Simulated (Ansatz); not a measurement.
Runs of Ansatz 0.2.0 on Pd. Symmetry: Fm-3m, No. 225, cubic system. The conventional cell has a = 3.893 Å, b = 3.893 Å, c = 3.893 Å, α = 90.00°, β = 90.00°, γ = 90.00°. Pd (site symmetry m-3m) is surrounded by 12 Pd at 2.75 Å. 

```csv
task,level,potentials or basis,cell,cutoff (eV),basis error allowed,pressure (GPa),relaxed volume (Å³/atom)
relaxation of cell and atoms,BLYP+D3(BJ),"all-electron LAPW, scalar-relativistic",relaxed,-,0.001 eV/atom,0.0,(b)
band structure,BLYP,"all-electron LAPW, scalar-relativistic",as given,266,0.001 eV/atom,(a),-
band structure,revPBE,"all-electron LAPW, scalar-relativistic",as given,267,0.001 eV/atom,10.3,-
electron localisation function,RPBE-LYP,all-electron PAW datasets made for the crystal,as given,260,-,23.1,-
relaxation of cell and atoms,LDA,"all-electron LAPW, scalar-relativistic",relaxed,-,0.001 eV/atom,0.0,14.13
```

Alike in all rows: no spin polarisation; k mesh 12 × 12 × 12; smearing fermi-dirac 0.05 eV.

Fill in the values left out.

(a) 18.1; (b) 14.80.

Caveats: so large a pressure means that the cell lies far from this level's equilibrium, or that cutoff or potentials fall short (some runs).

Not every run made on this cell is shown here.
